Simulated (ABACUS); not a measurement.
Crystal: GaP.

```
Ga P
1.0
     0.00000    2.72525    2.72525
     2.72525    0.00000    2.72525
     2.72525    2.72525    0.00000
Ga P
1 1
Direct
  0.00000 0.00000 0.00000
  0.75000 0.75000 0.75000
```

```yaml
Program: ABACUS 3.10.1
Task: relaxation of cell and atoms
Functional: BLYP
Potentials_or_basis: PseudoDojo NC SR 0.5 PBE stringent
Cutoff: 1551 eV
Density_cutoff: 6204 eV
Basis: plane waves
k_mesh: 6 × 6 × 6
Occupations: fermi-dirac, width 0.05 eV
Spin: no spin polarisation
```

At the start: pressure 6.2 GPa; volume 20.24 Å³/atom.

Task: How do energy, volume and symmetry change on relaxing?

Result: Over 3 steps the energy falls by 28.6 meV/atom and the volume is 21.79 Å³/atom (+7.7 %); space group F-43m (No. 216, to 0.05 Å).

Step by step:
```csv
step,energy change (eV),largest force (eV/Å),pressure (GPa),volume (Å³)
1,0.0000,0.0000,6.21,40.48
2,-0.0397,0.0000,-3.00,45.43
3,-0.0572,0.0000,0.01,43.58
```

Final structure:
```
Ga P
1.0
     0.00000    2.79319    2.79319
     2.79319    0.00000    2.79319
     2.79319    2.79319    0.00000
Ga P
1 1
Direct
  0.00000 0.00000 0.00000
  0.75000 0.75000 0.75000
```

Caveat: the potentials were made for another functional, which shifts forces and pressure.
